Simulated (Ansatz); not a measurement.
**Energy against volume for GeTe (alpha-GeTe type, space group R3m)**

GeTe (alpha-GeTe type, space group R3m)

```xyz
2
Lattice="2.1133 1.2201 3.6399 -2.1133 1.2201 3.6399 0.0000 -2.4402 3.6399" Properties=species:S:1:pos:R:3 pbc="T T T"
Ge     0.0000     0.0000     2.5578
Te     0.0000     0.0000     8.3620
```

This relaxed cell (volume V₀) is scaled evenly in all directions, its shape held. The atoms relax within the cell's symmetry.

The numbers are results of PBE (plane waves to 420 eV, PAW, scalar-relativistic; Ansatz, an electronic-structure program), not measurements. k mesh 10×10×10 (Γ-centred), Fermi-Dirac smearing 0.05 eV. Energies are smeared free energies. Stress and pressure are positive under compression. With the shape held, the modulus is that of even scaling; a crystal free to change shape is softer. GeTe was relaxed with its symmetry unable to fall. Spin-orbit coupling is left out, though Te is heavy. The zero of ΔE is the relaxed starting cell.

| V (Å³/cell) | ΔE (eV/atom) | P (GPa) |
|---|---|---|
| 47.30 | 0.112 | 9.3 |
| 49.11 | 0.067 | 6.7 |
| 50.91 | 0.035 | 4.6 |
| 52.71 | 0.015 | 2.8 |
| 54.51 | 0.003 | 1.2 |
| 56.31 | 0.000 | 0.0 |
| 58.12 | 0.003 | -1.0 |
| 59.92 | 0.011 | -1.8 |
| 61.72 | 0.024 | -2.6 |
| 63.52 | 0.040 | -3.1 |
| 65.32 | 0.059 | -3.6 |

What the scan shows:

The pressure at the smallest volume comes out as 9.3 GPa and the energy cost of the largest compression is 112 meV/atom. The energy cost of the largest expansion is 59 meV/atom and the bulk modulus at fixed cell shape B₀ (third-order Birch-Murnaghan fit) is 35.2 GPa. The pressure derivative B₀′ (fit) is 4.9 and the equilibrium volume of the fit is 28.16 Å³/atom. The pressure for 5 % compression (fit) comes out as 2.0 GPa.

(Under strain, the slope of the energy per volume gives the stress and its curvature an elastic modulus.)
